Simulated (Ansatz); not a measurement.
Crystal: I.

```
CELL_PARAMETERS angstrom
0.00000 2.36560 3.90984
2.19225 0.00000 3.90984
2.19225 2.36560 0.00000
ATOMIC_POSITIONS crystal
I 0.00000 0.00000 0.00000
```

| Property | Result |
| --- | --- |
| Program | Ansatz 0.2.0 |
| Task | single point |
| Functional | PBEsol |
| Potentials or basis | all-electron LAPW, scalar-relativistic |
| Cutoff | 161 eV (chosen from the basis error) |
| Basis error allowed | 0.001 eV/atom |
| k mesh | 9 × 9 × 9 |
| Occupations | fermi-dirac, width 0.05 eV |
| Spin | no spin polarisation |

On this cell: pressure -1.4 GPa; band gap on the k mesh none (metal or under the smearing width).

The same run follows on a disturbed copy (cell strained at random at fixed volume):

```
CELL_PARAMETERS angstrom
0.04516 2.34955 3.89697
2.22281 0.04624 3.89432
2.26628 2.38544 0.00361
ATOMIC_POSITIONS crystal
I 0.00089 0.00585 0.00117
```

Problem. What changes?

Solution. The energy (extrapolated to zero smearing) moves by -5.5 meV/atom; pressure -1.4 GPa; band gap on the k mesh none (metal or under the smearing width).

Stress tensor (GPa, compression positive):
```
-1.67  1.43  0.00
 1.43 -2.15 -0.01
 0.00 -0.01 -0.38
```

The energy falls, though the first cell shows no forces: that form is unstable against this distortion, unless noise or another electronic state is at work.

Caveats: an odd number of electrons without spin polarisation forces a metal; a magnetic or distorted state may lie lower.
